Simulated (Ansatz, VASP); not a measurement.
## C2F: VASP beside Ansatz

```
C F
1.0
     2.43345    0.00000    0.00000
    -1.21673    2.10743    0.00000
     0.00000    0.00000   41.21720
C F
4 2
Direct
  0.33333 0.66667 0.24262
  0.66667 0.33333 0.13472
  0.66667 0.33333 0.35051
  0.00000 0.00000 0.24262
  0.00000 0.00000 0.16710
  0.33333 0.66667 0.31813
```

Alike in both runs: functional PBE; dispersion D3(BJ); k mesh 12 × 12 × 1; occupations gaussian, width 0.1 eV; no spin polarisation.

Ansatz relaxed the structure, and its values are those at the end. VASP's run is a single point on that final structure, the one shown.

|  | VASP | Ansatz |
| --- | --- | --- |
| version | VASP 6.6.1 | Ansatz 0.2.0 |
| potentials or method | VASP PAW PBE potentials, release 64 (C, F) | scalar-relativistic, plane waves, PAW |
| plane-wave cutoff (eV) | 520 | 420 |
| valence electrons in the cell | 30 | 30 |

```csv
,VASP,Ansatz,Ansatz less VASP
gap on the k mesh at the Fermi level (eV),none,none,-
rms of the force components (eV/Å),0.011,0.001,-0.0100
```

A gap of «none» marks a metal or a gap that the smearing closes. Ansatz warned: «dispersion_switch_in_reach».
